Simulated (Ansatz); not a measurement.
**SiC: enthalpy against pressure**

SiC, F-43m, a = 4.380 Å. The compound has several low-lying forms, and this is one of them. Ansatz: PBE, PAW, 420 eV, Γ-centred 10×10×10 mesh on 2 atoms, Gaussian smearing 0.02 eV; no spin polarisation. Cell and atoms are relaxed at each pressure, and no other structure is tried, so the rows at high pressure may lie past a change of phase. y is the enthalpy over the state at zero pressure; there V0 = 10.501 Å³/atom. The pressures are the targets, met within 0.08 GPa.

```tsv
P (GPa)	y (eV/atom)
-3.0	-0.1980
0.0	0.0000
3.0	0.1953
8.0	0.5151
15.0	?
30.0	1.8519
60.0	3.5354
```

Q: Fit y = c1 P + c2 P² + c3 P³ to the other rows, say what c1 and c2 mean, and predict the missing value.

A: Least squares on the rows shown. y = 0.065508 P − 0.00014218 P² + 5.4059×10⁻⁷ P³. Since dH/dP = V, c1 is V0: 0.065508 eV/GPa × 160.2 = 10.494 Å³ against 10.501; c2 = −V0/(2B0) gives B0 = 230 GPa, where a Birch–Murnaghan fit to the volumes of the same runs (not shown) gives 213 GPa: a cubic over this range folds the higher terms into c2. At P = 15.0 the fit asked for gives 0.9525 eV/atom. The run gave 0.9520 eV/atom, so the fit is 0.0005 eV/atom too high, a small miss on the scale of the series.

The mesh isn't the same in all rows (10×10×10, 12×12×12).